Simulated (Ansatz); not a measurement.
Au:

```
Au
1.0
    -1.65727    1.65727    1.65727
     1.65727   -1.65727    1.65727
     1.65727    1.65727   -1.65727
Au
1
Direct
  0.00000 0.00000 0.00000
```

This isn't the form of Au at room conditions, which is fcc.

- Program: Ansatz 0.2.0
- Task: relaxation of cell and atoms
- Functional: PBE
- Dispersion: D3(BJ)
- Potentials or basis: Ansatz PAW
- Cutoff: 420 eV (not typed: the program's choice for these potentials)
- k mesh: 11 × 11 × 11
- Occupations: fermi-dirac, width 0.05 eV
- Spin: no spin polarisation

At the start: volume 18.21 Å³/atom.

**Question.** How do energy, volume and symmetry change on relaxing?

**Answer.** It ends after 4 steps and the volume is 17.35 Å³/atom (-4.7 %); space group Im-3m (No. 229, to 0.05 Å).

The path:
| step | energy change (eV) | largest force (eV/Å) | volume (Å³) |
| --- | --- | --- | --- |
| 1 | 0.0000 | 0.0000 | 18.21 |
| 2 | -0.0180 | 0.0000 | 17.52 |
| 3 | -0.0188 | 0.0000 | 17.35 |
| 4 | -0.0185 | 0.0000 | 17.35 |

Final structure:
```yaml
crystal:
  lattice:
    - [-1.63082, 1.63082, 1.63082]
    - [1.63082, -1.63082, 1.63082]
    - [1.63082, 1.63082, -1.63082]
  atoms:
    - { symbol: Au, position: [0.00000, 0.00000, 0.00000] }
```

Caveat: the plane-wave basis is chosen anew once the cell has moved, so the energies of steps on either side of that aren't comparable; pairwise dispersion overbinds metals, which lowers pressure and volume.
